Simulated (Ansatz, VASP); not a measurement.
## SiC in VASP and in Ansatz

```
CELL_PARAMETERS angstrom
2.87869 0.00000 0.00000
-1.43934 2.49302 0.00000
0.00000 0.00000 4.91708
ATOMIC_POSITIONS crystal
Si 0.33333 0.66667 0.00801
Si 0.66667 0.33333 0.50801
C 0.33333 0.66667 0.37699
C 0.66667 0.33333 0.87699
```

Alike in both runs: functional PBE; k mesh 12 × 12 × 6; occupations gaussian, width 0.05 eV; no spin polarisation.

Ansatz relaxed the structure, and its values are those at the end. VASP's run is a single point on that final structure, the one shown.

```csv
,VASP,Ansatz
version,VASP 6.6.1,Ansatz 0.2.0
potentials or method,"VASP PAW PBE potentials, release 64 (Si, C)","scalar-relativistic, plane waves, PAW"
plane-wave cutoff (eV),520,520
valence electrons in the cell,16,16
```

Ansatz gave:

* gap on the k mesh at the Fermi level (eV): 1.52
* least direct gap on the mesh (eV): 4.57

Question: Estimate VASP's values.

Answer: gap on the k mesh at the Fermi level (eV): 1.51; least direct gap on the mesh (eV): 4.56.

Ansatz warned: «stress_scf_threshold_loose».

 A k mesh can miss the band edges.
